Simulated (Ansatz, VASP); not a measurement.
Y in VASP and in Ansatz

INCAR

```
ALGO     = Normal         # electronic algorithm
EDIFF    = 1E-6           # SCF threshold, eV
ENCUT    = 520            # plane-wave cutoff, eV
GGA      = PE             # functional
ISIF     = 2              # what is computed and relaxed
ISMEAR   = -1             # smearing method
LASPH    = True           # aspherical terms in the spheres
LCHARG   = False          # write CHGCAR
LREAL    = False          # projectors in reciprocal space
LWAVE    = False          # write WAVECAR
NBANDS   = 30             # bands
NELM     = 80             # most SCF steps
PREC     = Accurate       # precision mode
SIGMA    = 0.05           # smearing width, eV
```

Contents of KPOINTS:

```
k-points
0
Gamma
  8 8 3
```

File POSCAR:

```
Y
1.0
    3.6180967986      0.0000000000      0.0000000000
   -1.8090483993      3.1333637409      0.0000000000
    0.0000000000      0.0000000000     11.7646371471
Y
4
Direct
    0.6666666667      0.3333333333      0.7500000000
    0.0000000000      0.0000000000      0.5000000000
    0.3333333333      0.6666666667      0.2500000000
    0.0000000000      0.0000000000      0.0000000000
```

input.yaml

```yaml
crystal:
  lattice:
    - [3.6180967986, 0.0, 0.0]
    - [-1.8090483993, 3.1333637409, 0.0]
    - [0.0, 0.0, 11.7646371471]
  atoms:
    - { symbol: "Y", position: [0.6666666667, 0.3333333333, 0.75] }
    - { symbol: "Y", position: [0.0, 0.0, 0.5] }
    - { symbol: "Y", position: [0.3333333333, 0.6666666667, 0.25] }
    - { symbol: "Y", position: [0.0, 0.0, 0.0] }
hamiltonian:
  xc: pbe
  pseudopotentials: { kind: paw }
kpoints:
  mp_grid: { grid: [8, 8, 3] }
scf:
  occupations: { method: fermi_dirac, width: 0.05 }
output:
  forces: true
  stress: true
  eigenvalues: true
```

Alike in both runs: task single point; functional PBE; k mesh 8 × 8 × 3; occupations fermi-dirac, width 0.05 eV; no spin polarisation.

|  | VASP | Ansatz |
| --- | --- | --- |
| version | VASP 6.6.1 | Ansatz 0.2.0 |
| potentials or method | VASP PAW PBE potentials, release 64 (Y_sv) | Ansatz PAW |
| plane-wave cutoff (eV) | 520 | 420 |
| valence electrons in the cell | 44 | 44 |

|  | VASP | Ansatz | Ansatz less VASP |
| --- | --- | --- | --- |
| gap on the k mesh at the Fermi level (eV) | none | none | - |
| pressure (GPa) | -1.1 | -1.0 | +0.11 |
| largest component of the traceless stress (GPa) | 0.37 | 0.37 | +0.004 |

A gap of «none» marks a metal or a gap that the smearing closes.
